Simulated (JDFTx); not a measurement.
## NaF (Villiaumite) under changes of volume

One of the cells (12.487 Å³/atom); the others are scaled copies at fixed shape and fractional positions:

```
Na F
1.0
     0.00000    2.32000    2.32000
     2.32000    0.00000    2.32000
     2.32000    2.32000    0.00000
Na F
1 1
Cartesian
  0.0000 0.0000 0.0000
  2.3200 2.3200 2.3200
```

| Quantity | Value |
| --- | --- |
| Program | JDFTx 1.7.0 (patched build) |
| Functional | RPBE |
| Potentials or basis | PseudoDojo-SR-PBE-0.5-standard |
| Cutoff | 1197 eV |
| Density cutoff | 9578 eV |
| k mesh | 10 × 10 × 10 |
| Occupations | fermi-dirac, width 0.05 eV |
| Spin | no spin polarisation |

```tsv
volume (Å³/atom)	energy over the lowest point (meV/atom)	pressure (GPa)	gap on the mesh (eV)
11.738	?	?	?
11.988	37.84	8.0	6.91
12.237	26.55	6.6	6.80
12.487	17.28	5.3	6.68
12.737	9.88	4.2	6.57
12.987	4.17	3.1	6.47
13.236	0.00	2.2	6.37
```

Task: What does the run at 11.738 Å³/atom give?

Result: Energy over the lowest point 51.47 meV/atom; pressure 9.5 GPa; gap on the mesh 7.04 eV.

Worked out: A Birch-Murnaghan fit of order 3 (a polynomial in V^(-2/3)) to the other rows has no minimum within the range. It gives 51.47 meV/atom at 11.738 Å³/atom, against the run's 51.47, and -dE/dV = 9.5 GPa, against 9.5. A straight line through the other rows of the gap, of slope -5.48 eV per unit of ln V (its deformation potential), extrapolates to 7.02 eV, against the run's 7.04.

Energies are extrapolated to zero smearing.

Caveats: the potentials were made for another functional, which shifts forces and pressure.

A mesh can miss the band edges.
